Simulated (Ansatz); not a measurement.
The system is SnO2.

```
Sn O
1.0
     4.78800    0.00000    0.00000
     0.00000    4.86658    0.00000
     0.00000    0.00000    3.24090
Sn O
2 4
Direct
  0.00000 0.00000 0.00000
  0.50000 0.50000 0.50000
  0.70815 0.67896 0.00000
  0.20814 0.82104 0.50000
  0.79185 0.17896 0.50000
  0.29185 0.32104 0.00000
```

The cell is a database's computed one.

Base run:

```yaml
Program: Ansatz 0.2.0
Functional: r2SCAN
Potentials_or_basis: Ansatz PAW
Cutoff: 500 eV
Density_cutoff: 2000 eV
k_mesh: 5 × 5 × 6
Occupations: fermi-dirac, width 0.05 eV
Spin: no spin polarisation
```

Its results: band gap on the k mesh 1.40 eV, direct; pressure -8.2 GPa; largest force 0.133 eV/Å.

Task: The run is repeated on the same cell with these changes: functional from r2SCAN to BLYP; cutoff from 500 eV to 420 eV; density cutoff from 2000 eV to 1680 eV. What comes out?

Result: Band gap on the k mesh 0.83 eV, direct; pressure 4.6 GPa; largest force 0.077 eV/Å.

r2SCAN gives the wider gap, since meta-GGAs in the generalised Kohn-Sham scheme recover part of the derivative discontinuity.

Caveats: spin-orbit coupling is left out, which moves the levels of the heavy elements; the PAW data sets come from PBE, with cores solved anew for the run's functional, which leaves a small shift of forces and pressure; the potentials were made for another functional, which shifts forces and pressure (some runs).

Not every run made on this cell is shown here.
